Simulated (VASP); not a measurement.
# SiC, relaxation of the atoms: which settings are enough?

SiC, P1 (no. 1), 8 atoms in the cell. PBE, relaxation of the atoms; PAW potentials Si, C (PBE set). VASP 6.6.1.

Wanted: energy within 1 meV/atom; two shortest distances of each atom within 0.01 Å.

POSCAR:
```
SiC
1.0
    4.3580000000      0.0000000000      0.0000000000
    0.0000000000      4.3580000000      0.0000000000
    0.0000000000      0.0000000000      4.3580000000
Si C
4 4
Direct
    0.0102540000      0.0066030000      0.0014210000
    0.4840430000      0.5079340000      0.0032640000
    0.4962240000      0.0027800000      0.5019640000
    0.0094360000      0.4939930000      0.5048590000
    0.7430520000      0.7409510000      0.7385030000
    0.2642810000      0.2441730000      0.7415190000
    0.2423300000      0.7394520000      0.2462970000
    0.7503790000      0.2641140000      0.2621720000
```

The series start from Force threshold EDIFFG (eV/Å): -0.02; Electronic threshold EDIFF (eV): 1e-6; Relaxation method: conjugate gradient, POTIM 0.5; Mixing and least electronic steps: default. Each series keeps the choices made before it, and each single choice may use up half of a tolerance.

## Force threshold EDIFFG (eV/Å)

| Force threshold EDIFFG (eV/Å) | Energy less reference (meV/atom) | Two shortest distances of each atom, largest deviation (Å) | SCF iterations | Time (s) |
|---|---|---|---|---|
| -0.1 | 0.0 | 0.002 | 58 | 14 |
| -0.05 | 0.0 | 0.001 | 62 | 15 |
| -0.03 | 0.0 | 0.001 | 66 | 16 |
| -0.02 | 0.0 | 0.001 | 66 | 13 |
| -0.01 | 0.0 | 0.000 | 69 | 17 |
| -0.005 | 0.0 | 0.000 | 71 | 18 |
| -0.002 (reference) | 0.0 | 0.000 | 75 | 19 |

Chosen: -0.1, the loosest value from which every tighter one stays within half of the tolerance.

## Electronic threshold EDIFF (eV)

| Electronic threshold EDIFF (eV) | Energy less reference (meV/atom) | Two shortest distances of each atom, largest deviation (Å) | SCF iterations | Time (s) |
|---|---|---|---|---|
| 0.001 | 0.0 | 0.001 | 33 | 9.2 |
| 0.0001 | 0.0 | 0.000 | 42 | 11 |
| 1e-5 | 0.0 | 0.000 | 51 | 13 |
| 1e-6 | 0.0 | 0.000 | 58 | 14 |
| 1e-7 (reference) | 0.0 | 0.000 | 70 | 16 |

Chosen: 0.001.

## Relaxation method

| Relaxation method | Energy less reference (meV/atom) | Two shortest distances of each atom, largest deviation (Å) | SCF iterations | Time (s) |
|---|---|---|---|---|
| conjugate gradient, POTIM 0.5 | 0.0 | 0.000 | 33 | 9.2 |
| conjugate gradient, POTIM 0.2 | 0.0 | 0.001 | 33 | 9.6 |
| conjugate gradient, POTIM 1.0 | 0.0 | 0.001 | 42 | 12 |
| quasi-Newton, POTIM 0.5 | 0.1 | 0.002 | 26 | 7.6 |
| quasi-Newton, POTIM 0.3, 10 steps kept | 0.0 | 0.002 | 22 | 6.9 |
| quasi-Newton, POTIM 0.5, at least 5 electronic steps | 0.1 | 0.001 | 31 | 8.3 |
| damped dynamics, POTIM 0.2, SMASS 0.4 | 0.0 | 0.001 | 61 | 18 |
| damped dynamics, POTIM 0.4, SMASS 0.8 | 0.0 | 0.001 | 45 | 13 |
| velocity quench, POTIM 0.1 | 0.0 | 0.001 | 31 | 9.2 |

Chosen: quasi-Newton, POTIM 0.3, 10 steps kept; it saves 2.3 s of 9.2, so conjugate gradient, POTIM 0.5 would do nearly as well.

## Mixing and least electronic steps

| Mixing and least electronic steps | Energy less reference (meV/atom) | Two shortest distances of each atom, largest deviation (Å) | SCF iterations | Time (s) |
|---|---|---|---|---|
| default | 0.0 | 0.000 | 22 | 6.9 |
| MAXMIX 40 | 0.0 | 0.001 | 23 | 6.8 |
| NELMIN 4 | 0.0 | 0.000 | 27 | 7.5 |
| NELMIN 4, MAXMIX 40 | 0.0 | 0.001 | 27 | 7.6 |
| ALGO Fast | 0.1 | 0.001 | 23 | 6.6 |

Chosen: default; no other choice that stays within half of the tolerance saves 30 % of the time.

## All choices together

| Input | Energy less reference (meV/atom) | Two shortest distances of each atom, largest deviation (Å) | Time (s) |
|---|---|---|---|
| program defaults (naive) | 0.0 | 0.001 | 10 |
| chosen settings | 0.0 | 0.001 | 6.9 |
| reference settings throughout | 0.0 | 0.000 | 24 |

The tolerance is met.

## The input

INCAR:
```
PREC = Normal
ENCUT = 500
EDIFF = 0.001
ISMEAR = 0
SIGMA = 0.05
LREAL = False
LASPH = True
NELM = 100
ALGO = Normal
LWAVE = False
LCHARG = False
IBRION = 1
NSW = 150
ISIF = 2
EDIFFG = -0.1
POTIM = 0.3
KPAR = 8
NFREE = 10
```

KPOINTS:
```
k-points
0
Gamma
  4 4 4
```

Commands:
```
cat potpaw_PBE.64/Si/POTCAR potpaw_PBE.64/C/POTCAR > POTCAR
mpirun -np 8 vasp_std > vasp.out
```

The naive input happens to agree within the tolerance here, in 10 s.

Limits: the start was distorted on purpose (atoms moved at random), so the space group given is the start's and not the crystal's.

The chosen input took VASP 6.6.1 6.9 s on 8 cores (AMD EPYC 9R45 (Zen 5)), a shared host.

## An input that fails: ionic step far too long

VASP's message: internal error in: us.F  at line: 1398 internal ERROR SETYLM_AUG: -18 -38 47 47 -19 1 -39 If you are not a developer, you should not encounter this problem. Please submit a bug report.

Changes against the starting input:
```
- NELM = 100
- IBRION = 2
- NSW = 150
- POTIM = 0.5
+ NELM = 60
+ IBRION = 3
+ NSW = 30
+ POTIM = 5.0
+ SMASS = 0.4
```
